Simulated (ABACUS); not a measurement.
CdTe: single point with BP86

**Experimental background.**

A printed reference work, data compilation reports, for a bulk crystal of CdTe at 0 K: band gap 1.607 eV.

CdTe:

```xyz
2
Lattice="0.0000 3.2050 3.2050 3.2050 0.0000 3.2050 3.2050 3.2050 0.0000" Properties=species:S:1:pos:R:3 pbc="T T T"
Te    4.8075    4.8075    4.8075
Cd    0.0000    0.0000    0.0000
```

```
Program             : ABACUS 3.10.1
Task                : single point
Functional          : BP86
Potentials or basis : SG15 ONCV 1.2 PBE
Cutoff              : 1401 eV
Density cutoff      : 5606 eV
Basis               : plane waves
k mesh              : 6 × 6 × 6
Occupations         : fermi-dirac, width 0.05 eV
Spin                : no spin polarisation
```

| Item | Value |
| --- | --- |
| Pressure | 4.3 GPa |
| Band gap on the k mesh | 0.83 eV, direct |

Levels at points of the mesh, in eV from the valence-band top:
| k point | band 14 | band 15 | band 16 | band 17 | band 18 | band 19 | band 20 | band 21 | band 22 | band 23 |
| --- | --- | --- | --- | --- | --- | --- | --- | --- | --- | --- |
| (0.00, 0.00, 0.00) | -8.08 | -8.08 | 0.00 | 0.00 | 0.00 | 0.83 | 4.59 | 4.59 | 4.59 | 7.60 |
| (0.50, 0.50, 0.50) | -8.07 | -7.71 | -4.61 | -0.82 | -0.82 | 1.84 | 5.20 | 5.20 | 7.14 | 8.82 |
| (0.50, 0.50, 0.00) | -8.04 | -7.56 | -4.47 | -1.97 | -1.97 | 2.56 | 2.67 | 9.01 | 9.32 | 9.32 |

Wall time 52 s on 4 MPI ranks on Intel(R) Xeon(R) Platinum 8259CL CPU @ 2.50GHz (Skylake/Cascade Lake) (shared host), peak memory 0.64 GiB a rank.

Measured gap of CdTe: 1.607 eV (0 K; a printed reference work, data compilation). This calculation gives 0.83 eV (-0.77 eV). Spin-orbit coupling on Cd, Te is left out. The value is that of BP86, without temperature or zero-point motion.

Caveat: the potentials were made for another functional, which shifts forces and pressure; spin-orbit coupling is left out, which moves the levels of the heavy elements.
